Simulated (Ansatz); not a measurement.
**SiC: from a migration barrier to a jump rate**

Method: Ansatz 0.2.0, DFT PBE, scalar-relativistic, plane waves, PAW. Cutoff 420 eV, Γ-centred 6×6×6 k-points, Gaussian smearing of 0.05 eV. No spin polarisation.

In a supercell of 16 sites an atom of Si jumps into a neighbouring Si vacancy, a = 3.09 Å from site to site in the perfect crystal, with a cell charge of -4 (uniform background, no finite-size correction). The half-way point, relaxed in its symmetry, lies 3.432 eV above the relaxed vacancy. Take it as the barrier; the order of the saddle wasn't checked, and the cell is small.

With an assumed attempt frequency of 10¹³ s⁻¹, how often does the jump happen, and how fast does the vacancy diffuse?

Transition-state theory gives Γ = ν exp(−E/k_BT), and one such jump direction contributes Γa²/6 to the vacancy's diffusion coefficient averaged over directions:

```csv
T (K),E/k_BT,Γ (1/s),Γa²/6 (cm²/s)
300,132.8,2.2 × 10^-45,3.5 × 10^-61
600,66.4,1.5 × 10^-16,2.4 × 10^-32
1000,39.8,5.0 × 10^-5,8.0 × 10^-21
1500,26.6,2.9 × 10^1,4.7 × 10^-15
```

The rate reaches one jump a second at T = E/(k_B ln 10¹³) = 1331 K. The number of equivalent jumps multiplies D if they link up through the crystal; a hop between two sites alone gives no long-range diffusion, which then waits on a higher barrier. In either case the atoms' own diffusion carries the vacancy concentration and a correlation factor besides. Rows above the melting point are formal, and so are rows where E/k_BT falls under about 3, since the theory needs rare jumps.

How much does an error of 0.1 eV in the barrier matter?

It multiplies the rate by exp(0.1 eV/k_BT): 48 at 300 K and 3.2 at 1000 K, more than the usual doubt about ν at low temperature.

Cost: 2 runs of about 21 core-minutes in all, on Arm Neoverse N1 (shared hosts).